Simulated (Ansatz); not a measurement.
Zone-centre phonons of Pt at 8 GPa: input and output

The calculation used DFT PBEsol, scalar-relativistic, plane waves, PAW (Ansatz).

Launched with:
```bash
ansatz run input.yaml --threads 1 --pin off --max-ram 3072MiB --backend cpu --events-out ev --progress --plain --runs-dir out
```

Input (bare energies are in eV):
```yaml
crystal:
  lattice:
    - [2.7165216646, 0.0, 0.0]
    - [-1.3582608323, 2.3525767715, 0.0]
    - [0.0, 0.0, 4.6218533997]
  atoms:
    - { symbol: Pt, position: [0.6666666667, 0.3333333333, 0.75] }
    - { symbol: Pt, position: [0.3333333333, 0.6666666667, 0.25] }
basis:
  ecutwfc: 420
kpoints:
  mp_grid: { grid: [18, 18, 10] }
hamiltonian:
  xc: pbesol
scf:
  occupations: { method: fermi_dirac, width: 0.15 }
output:
  eigenvalues: true
phonons:
  method: dfpt
  eigenvectors: true
```

Results section of the output:
```
--- Phonons (Γ-DFPT): 2 representative perturbations + reference, on 546 of 3240 k-points (Σ response iterations 6) ---
  k mesh reduced under 4 symmetry operations, with k and −k counted as one. Each operation leaves every solved displacement unchanged or reverses it
  ASR residual: 2.145e-4 → 0.000e0 eV/Å²; symmetrization residual: 5.829e-13 eV/Å²
  ASR residual per site (eV/Å²): 2.15e-4 2.15e-4
  Γ frequencies (cm⁻¹): 0.00 0.00 0.00 42.70 42.70 195.02
  non-analytic LO–TO correction: not included (Born effective charges unavailable; polar crystals: no LO–TO splitting at Γ)
```

Time: 54 s on 1 thread of Intel(R) Xeon(R) Platinum 8488C (Sapphire Rapids), on a shared host, peak memory 1.4 GiB.

In a metal, frequencies and elastic constants depend on the k mesh and the smearing, soft modes and shear constants most. Spin–orbit coupling is left out, which can shift energies with elements as heavy as these. Other phases may be more stable at this pressure.

This form isn't the element's structure at ambient conditions.